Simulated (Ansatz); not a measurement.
Input and command of a plane-wave DFT calculation in Ansatz:

```yaml
crystal:
  lattice:
    - [2.8276681575, 1.6325549719, 2.317731608]
    - [-2.8276681575, 1.6325549719, 2.317731608]
    - [0.0, -3.2651099438, 2.317731608]
  atoms:
    - { symbol: Ba, position: [0.0, 0.0, 0.0] }
    - { symbol: Ti, position: [0.514, 0.514, 0.514] }
    - { symbol: O, position: [0.4916, 0.4916, 0.9815] }
    - { symbol: O, position: [0.4916, 0.9815, 0.4916] }
    - { symbol: O, position: [0.9815, 0.4916, 0.4916] }
basis:
  ecutwfc: 500
kpoints:
  mp_grid: { grid: [6, 6, 6] }
hamiltonian:
  xc: r2scan
scf:
  occupations: { method: gaussian, width: 0.02 }
  algorithm: direct_min
output:
  forces: true
  stress: true
  eigenvalues: true
```

```bash
ansatz run input.yaml --threads 1 --pin off --max-ram 2560MiB --backend cpu --events-out ev --progress --plain --runs-dir out
```

Processor: Intel(R) Xeon(R) Processor @ 2.50GHz (Skylake/Cascade Lake), 1 thread, on a host shared with other jobs.

Task: How long does it run, and how much memory does it take?

Result: About 58 s on 1 thread of Intel(R) Xeon(R) Processor @ 2.50GHz (Skylake/Cascade Lake), on a shared host, peak memory 0.5 GiB. It solves 25 bands at 32 k points (the mesh reduced by symmetry) with about 1647 plane waves, in 8 SCF iterations.
